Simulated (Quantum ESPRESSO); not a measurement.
The system is ZrS.

```
Zr S
1.0
     0.00000    2.62500    2.62500
     2.62500    0.00000    2.62500
     2.62500    2.62500    0.00000
Zr S
1 1
Direct
  0.00000 0.00000 0.00000
  0.50000 0.50000 0.50000
```

Base run:

* Program: Quantum ESPRESSO 7.5
* Functional: PBEsol
* Potentials or basis: GBRV 1.5 PBEsol
* Cutoff: 612 eV
* Density cutoff: 4898 eV
* k mesh: 9 × 9 × 9
* Occupations: fermi-dirac, width 0.05 eV
* Spin: no spin polarisation
* Hubbard terms: Zr d U = 3 eV

Its results: band gap on the k mesh none (metal or under the smearing width); pressure -3.4 GPa.

Problem. The run is repeated on the same cell with these changes: hubbard terms from Zr d U = 3 eV to Zr d U = 1 eV. What comes out?

Solution. Band gap on the k mesh none (metal or under the smearing width); pressure -5.6 GPa.

Caveats: U without spin polarisation on a metal has little footing.

Not every run made on this cell is shown here.
